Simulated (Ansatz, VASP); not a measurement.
**Two plane-wave programs on InSe**

```
CELL_PARAMETERS angstrom
2.01820 1.16521 8.30333
-2.01820 1.16521 8.30333
0.00000 -2.33041 8.30333
ATOMIC_POSITIONS crystal
In 0.00005 0.00005 0.00005
In 0.11218 0.11218 0.11218
Se 0.61514 0.61514 0.61514
Se 0.83034 0.83034 0.83034
```

Alike in both runs: functional PBE; dispersion D3(BJ); k mesh 12 × 12 × 12; occupations gaussian, width 0.02 eV; no spin polarisation.

Ansatz relaxed the structure, and its values are those at the end. VASP's run is a single point on that final structure, the one shown.

```csv
,VASP,Ansatz
version,VASP 6.6.1,Ansatz 0.2.0
potentials or method,"VASP PAW PBE potentials, release 64 (In_d, Se)","scalar-relativistic, plane waves, PAW"
plane-wave cutoff (eV),520,420
valence electrons in the cell,38,58
```

```csv
,VASP,Ansatz,Ansatz less VASP
gap on the k mesh at the Fermi level (eV),0.29,0.30,+0.013
least direct gap on the mesh (eV),0.29,0.30,+0.013
pressure (GPa),0.1,0.0,-0.06
rms of the force components (eV/Å),0.007,0.001,-0.0060
```

The two sets of potentials don't hold the same shells in valence.

Caveats: spin-orbit coupling is left out, which moves the levels of the heavy elements. A k mesh can miss the band edges.
